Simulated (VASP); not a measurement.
A run of VASP 6.6.1:

INCAR

```
SYSTEM = CdSe
PREC = Accurate
ENCUT = 520
EDIFF = 1E-6
ISMEAR = 0
SIGMA = 0.1
LREAL = .FALSE.
LASPH = .TRUE.
NELM = 60
ALGO = Normal
ISIF = 2
LWAVE = .FALSE.
LCHARG = .TRUE.
GGA = PE
LELF = .TRUE.
LVHAR = .TRUE.
NBANDS = 16
```

The input KPOINTS:

```
regular mesh
0
G
  16 16 16
  0 0 0
```

The input POSCAR:

```
CdSe
1.0
    3.5568549614      0.0000000000      0.0000000000
    0.0000000000      3.5568549614      0.0000000000
    0.0000000000      0.0000000000      3.5568549614
Cd Se
1 1
Direct
    0.5000000000      0.5000000000      0.5000000000
    0.0000000000      0.0000000000      0.0000000000
```

Potentials or basis: VASP PAW PBE potentials, release 64 (Cd, Se).

The run is started by

```sh
$ cat potpaw_PBE.64/Cd/POTCAR potpaw_PBE.64/Se/POTCAR > POTCAR
$ mpirun -np 1 vasp_std > vasp.out
```

Hardware: 1 thread of AMD EPYC 9R45 (Zen 5), with other jobs on the host.

Problem. How long does it take, and how much memory?

Solution. Run time: 48 s on 1 thread of AMD EPYC 9R45 (Zen 5) (shared host), peak memory 0.22 GiB. Counts: scf iterations 12, k points 165.
